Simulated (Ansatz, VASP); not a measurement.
## Two plane-wave programs on Ga

The input INCAR:

```
PREC = Accurate
ENCUT = 520
EDIFF = 1E-6
ISMEAR = 0
SIGMA = 0.1
LREAL = False
LASPH = True
NELM = 60
ALGO = Fast
ISIF = 2
LWAVE = False
LCHARG = True
GGA = PS
LELF = True
LVHAR = True
NBANDS = 12
```

KPOINTS

```
regular mesh
0
Gamma
  8 8 8
```

File POSCAR:

```
Ga
1.0
    0.0000000000      2.0186898612      2.0186898612
    2.0186898612      0.0000000000      2.0186898612
    2.0186898612      2.0186898612      0.0000000000
Ga
1
Direct
    0.0000000000      0.0000000000      0.0000000000
```

Input for Ansatz:

```yaml
crystal:
  lattice:
    - [0.0, 2.0186898612, 2.0186898612]
    - [2.0186898612, 0.0, 2.0186898612]
    - [2.0186898612, 2.0186898612, 0.0]
  atoms:
    - { symbol: Ga, position: [0.0, 0.0, 0.0] }
basis:
  ecutwfc: 420
kpoints:
  mp_grid: { grid: [8, 8, 8] }
hamiltonian:
  xc: pbesol
scf:
  occupations: { method: gaussian, width: 0.1 }
output:
  forces: true
  stress: true
  eigenvalues: true
```

Alike in both runs: task single point; functional PBEsol; k mesh 8 × 8 × 8; occupations gaussian, width 0.1 eV; no spin polarisation.

|  | VASP | Ansatz |
| --- | --- | --- |
| version | VASP 6.6.1 | Ansatz 0.2.0 |
| potentials or method | VASP PAW PBE potentials, release 64 (Ga_d) | scalar-relativistic, plane waves, PAW |
| plane-wave cutoff (eV) | 520 | 420 |
| valence electrons in the cell | 13 | 13 |

Ansatz gave:

| Item | Value |
| --- | --- |
| gap on the k mesh at the Fermi level (eV) | none |
| pressure (GPa) | 5.4 |

**Question.** What did VASP give for the same quantities?

**Answer.** gap on the k mesh at the Fermi level (eV): none; pressure (GPa): 5.6.

A gap of «none» marks a metal or a gap that the smearing closes. With one functional, cell and mesh, what is left measures potentials, basis and numerics.

Caveats: the PAW data sets were made with another functional, which shifts forces and pressure a little (VASP).
